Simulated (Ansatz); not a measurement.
The cell is a measured one (Crystallography Open Database entry 9009658); the temperature and pressure of the measurement aren't taken into account, and nothing was relaxed. The listed cell was then made from it by scaling, straining or moving an atom.

Bi: DFT, PBE, all-electron LAPW, scalar-relativistic (Ansatz 0.2.0). What sets it apart from a plain run of this crystal: volume scaled by 1.01.

Command: `ansatz run input.yaml --threads 1 --pin off --max-ram 3072MiB --backend cpu --events-out ev --progress --plain --runs-dir out` The run took 66 s on 1 thread of Intel(R) Xeon(R) Platinum 8375C CPU @ 2.90GHz (Ice Lake), with other jobs on the host, peak memory 0.82 GiB.

```yaml
crystal:
  lattice:
    - [2.2805512278, 1.3166768653, 3.9671363091]
    - [-2.2805512278, 1.3166768653, 3.9671363091]
    - [0.0, -2.6333537305, 3.9671363091]
  atoms:
    - { symbol: Bi, position: [0.23389, 0.23389, 0.23389] }
    - { symbol: Bi, position: [0.76611, 0.76611, 0.76611] }
kpoints:
  mp_grid: { grid: [11, 11, 11] }
  band_path:
    path:
      - [0.0, 0.0, 0.0]
      - [0.5, 0.5, 0.5]
      - [0.7598966753, 0.2401033247, 0.5]
      - [0.5, -0.2401033247, 0.2401033247]
      - [0.5, 0.0, 0.0]
      - [0.0, 0.0, 0.0]
      - [0.3700516624, -0.3700516624, 0.0]
      - [0.6299483376, 0.0, 0.3700516624]
      - [0.5, 0.0, 0.5]
    npoints: 5
scf:
  occupations: { method: fermi_dirac, width: 0.03 }
hamiltonian:
  xc: pbe
  pseudopotentials: { kind: all_electron, lapw: { basis_error: 0.00025 } }
output:
  forces: true
  stress: true
  eigenvalues: true
```

Output (standing set-up lines are left out):

```
LAPW: plane waves up to 8.012 Å⁻¹, error target 2.5e-4 eV per atom; small_component_spin mean_spin; Bi in spheres of 1.541 Å, 37 of its electrons in bands, Dirac shells []
Crystal: 2 atoms, lattice volume = 71.474 Å³
Basis set: ecut = 244.55607312968206 eV, 617 PW (Γ), FFT grids on a1−a3, a2−a3, a3, exchange–correlation at level 2
Space group: R-3m (ITA 166), of the structure as read, at distance tolerance 4.2e-5 Å
iter 1 solved again at ethr=7.05e-5 eV; its pass at ethr=1.00e-1 eV (dr2=5.22e-2 eV) is discarded
SCF iter   1: F=—  HF=-1171411.949648 eV  |F-HF|=—  |Δ(HF+E_count)|=         —  Δρ=8.80e-3  dr2=5.24e-2  ethr=7.05e-5  ⟨swp⟩=3.0  Hψ=41119  notcnv=0
preconditioner: auto → Resta (q_TF=auto, 2.744 Å⁻¹)  ε∞=2.1  [insulator: Δε(μ)=0.179 eV  Ē_g=22.987 eV  σ=0.030 eV  W_gap=0.60  n_scr=20 (ndim 8)  ℏωp=24.1 eV  f_vac=0.168  D(μ)=0.21/eV (n_scr^D=0)  ε∞_Penn≈2.1]
SCF iter   2: F=—  HF=-1171411.948782 eV  |F-HF|=—  |Δ(HF+E_count)|=   8.66e-4  Δρ=5.32e-3  dr2=2.19e-2  ethr=7.05e-5  ⟨swp⟩=2.0  Hψ=19147  notcnv=0
iter 3 solved again at ethr=8.67e-7 eV; its pass at ethr=2.96e-5 eV (dr2=6.41e-4 eV) is discarded
SCF iter   3: F=—  HF=-1171411.951898 eV  |F-HF|=—  |Δ(HF+E_count)|=   3.12e-3  Δρ=9.55e-4  dr2=6.42e-4  ethr=8.67e-7  ⟨swp⟩=2.0  Hψ=33478  notcnv=0
SCF iter   4: F=—  HF=-1171411.950882 eV  |F-HF|=—  |Δ(HF+E_count)|=         —  Δρ=2.71e-4  dr2=9.07e-5  ethr=8.67e-7  ⟨swp⟩=2.0  Hψ=19129  notcnv=0
the basis was enlarged: its passes take 420.0 KiB over the memory plan, 1 of 1 planned eigensolver slots
SCF iter   5: F=—  HF=-1171411.950936 eV  |F-HF|=—  |Δ(HF+E_count)|=   5.38e-5  Δρ=9.67e-5  dr2=1.22e-5  ethr=1.23e-7  ⟨swp⟩=2.9  Hψ=19514  notcnv=0
SCF iter   6: F=—  HF=-1171411.950944 eV  |F-HF|=—  |Δ(HF+E_count)|=   8.11e-6  Δρ=2.68e-5  dr2=8.63e-7  ethr=1.65e-8  ⟨swp⟩=3.0  Hψ=19608  notcnv=0
SCF iter   7: F=-1171411.950945 eV  HF=-1171411.950945 eV  |F-HF|=6.75e-9  |Δ(HF+E_count)|=   1.35e-6  Δρ=4.64e-6  dr2=1.64e-8  ethr=1.17e-9  ⟨swp⟩=3.0  Hψ=19814  notcnv=0
SCF 1 converged in 7 iterations: F = -1171411.950945 eV  dr2 = 1.64e-8
NSCF: frozen V_eff on 41 k-points
SCF converged after 7 iterations
Free energy (F): -1171411.950945 eV
Harris-Foulkes:  -1171411.950945 eV  (|F-HF|=6.75e-9)
Internal energy: -1171411.950329 eV  (E = F + TS)
E sigma→0 (E₀):  -1171411.950637 eV
Entropy (-TS):   -0.000617 eV (-0.308 meV/atom)
Fermi energy:    13.056917 eV
--- Per-component energies (eV) ---
  E_band       = -5397.615620
  E_kinetic    = 1356069.973785
  E_xc         = -21611.242262
  E_electrostatic = -2505870.681851  (all electrons and nuclei)
  E_smearing   = -0.000617  (= −TS)
  E_closure    = 0.000000  (closes the sum)
  E_atoms      = -1171404.213804  (free atoms, spherical and without spin; not in F)
  Σ components = -1171411.950945   (vs F -1171411.950945, Δ=0.00e0)
  Basis errors (estimates in eV, not in F): energy 9.9e-5 per atom: plane waves 9.0e-5 (5.1e-5 summed), levels above the bands 2.4e-116, relativity 6.0e-9, radial functions 9.6e-6, core shells 3.1e-8; eigenvalues (radial functions only) 5.0e-7; not estimated: angular momenta, meshes, grids; target (lapw.basis_error) 2.5e-4; muffin-tin radii Bi 1.541 Å
--- Forces (eV/Å), atoms counted from 1 ---
  atom   1  Bi    -0.00000000     0.00000000     0.14576258
  atom   2  Bi     0.00000000    -0.00000000    -0.14576258
  max |Σ_I F_I| component: 2.78e-17 eV/Å
--- Stress (GPa, compression-positive) ---
        1.232860      -0.000000       0.000000
       -0.000000       1.232860       0.000000
        0.000000       0.000000       1.426413
  P = ⅓ Tr σ = 1.2974 GPa (12.974 kbar)
--- Band table (eV; the first three rows and the last of 146) ---
  k-point 0: bands = ["-139.9715", "-139.9713", "-135.0979", "-135.0979", "-135.0978", "-135.0978", "-135.0960", "-135.0960", "-135.0960", "-135.0960", "-135.0953", "-135.0953", "-135.0953", "-135.0953", "-135.0951", "-135.0951", "-78.2282", "-78.2282", "-78.2244", "-78.2244", "-78.2231", "-78.2203", "-9.8329", "-9.8329", "-9.6881", "-9.6881", "-9.6711", "-9.5112", "-9.5005", "-9.5005", "-9.3817", "-9.3817", "0.0969", "5.5895", "11.6363", "11.8904", "11.8904", "15.5530", "16.0159", "16.0159", "18.7324", "18.8692", "18.8692", "19.1179", "19.5295"]
  k-point 1: bands = ["-139.9715", "-139.9713", "-135.0979", "-135.0979", "-135.0978", "-135.0978", "-135.0960", "-135.0960", "-135.0960", "-135.0960", "-135.0953", "-135.0953", "-135.0953", "-135.0953", "-135.0951", "-135.0951", "-78.2282", "-78.2282", "-78.2246", "-78.2244", "-78.2230", "-78.2203", "-9.8273", "-9.8256", "-9.6855", "-9.6837", "-9.6673", "-9.5148", "-9.5042", "-9.5029", "-9.3898", "-9.3877", "0.1731", "5.4139", "11.6742", "11.8832", "11.8862", "15.4305", "15.6417", "15.8303", "18.3486", "18.6362", "18.9408", "19.8075", "20.3991"]
  k-point 2: bands = ["-139.9715", "-139.9713", "-135.0979", "-135.0979", "-135.0978", "-135.0978", "-135.0960", "-135.0960", "-135.0960", "-135.0960", "-135.0953", "-135.0953", "-135.0953", "-135.0953", "-135.0951", "-135.0951", "-78.2282", "-78.2281", "-78.2250", "-78.2245", "-78.2226", "-78.2204", "-9.8112", "-9.8041", "-9.6788", "-9.6709", "-9.6558", "-9.5266", "-9.5152", "-9.5089", "-9.4129", "-9.4047", "0.3998", "4.9346", "11.7124", "11.8703", "11.9472", "14.7715", "15.1953", "15.3731", "18.1311", "18.7803", "19.2870", "21.1820", "21.8137"]
  k-point 145: bands = ["-139.9715", "-139.9713", "-135.0979", "-135.0979", "-135.0978", "-135.0978", "-135.0960", "-135.0960", "-135.0960", "-135.0960", "-135.0953", "-135.0953", "-135.0953", "-135.0953", "-135.0951", "-135.0951", "-78.2280", "-78.2280", "-78.2248", "-78.2247", "-78.2226", "-78.2207", "-9.7488", "-9.7488", "-9.6556", "-9.6532", "-9.6338", "-9.5451", "-9.5278", "-9.5265", "-9.4758", "-9.4743", "1.3448", "3.2462", "11.0901", "12.1801", "12.6380", "13.5976", "14.1538", "15.1701", "19.7768", "21.0722", "21.4726", "22.7104", "23.2489"]
```
